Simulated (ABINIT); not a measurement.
AlNi in ABINIT: the effect of potentials

Crystal: AlNi.

```
Ni Al
1.0
     1.93869   -1.95319    0.00000
     1.93869    1.95319    0.00000
     0.00000    0.00000    3.09943
Ni Al
1 1
Direct
  0.50000 0.50000 0.50000
  0.00000 0.00000 0.00000
```

The cell comes from a database or a generator and needn't be the stable form of this composition.

Alike in all runs:

* Program: ABINIT 10.8.3 (patched build)
* Task: single point
* Functional: PBEsol
* k mesh: 8 × 8 × 7
* Occupations: fermi-dirac, width 0.05 eV
* Spin: collinear spin, ferromagnetic start
* Starting moments: [1.0, 0.0] μB

| potentials | cutoff | pressure (GPa) |
| --- | --- | --- |
| PseudoDojo NC SR PBEsol v0.4.1 standard | 1333 eV | 0.5 |
| PseudoDojo NC SR PBEsol v0.4 stringent | 1415 eV | 0.5 |
| JTH PAW PBE v2.0 | 1116 eV | ? |

What does the run with potentials JTH PAW PBE v2.0 give?

Pressure 1.1 GPa.

Caveats: small starting moments can end in a higher magnetic state in this program; the PAW data sets were made with another functional, which shifts forces and pressure a little (some runs).
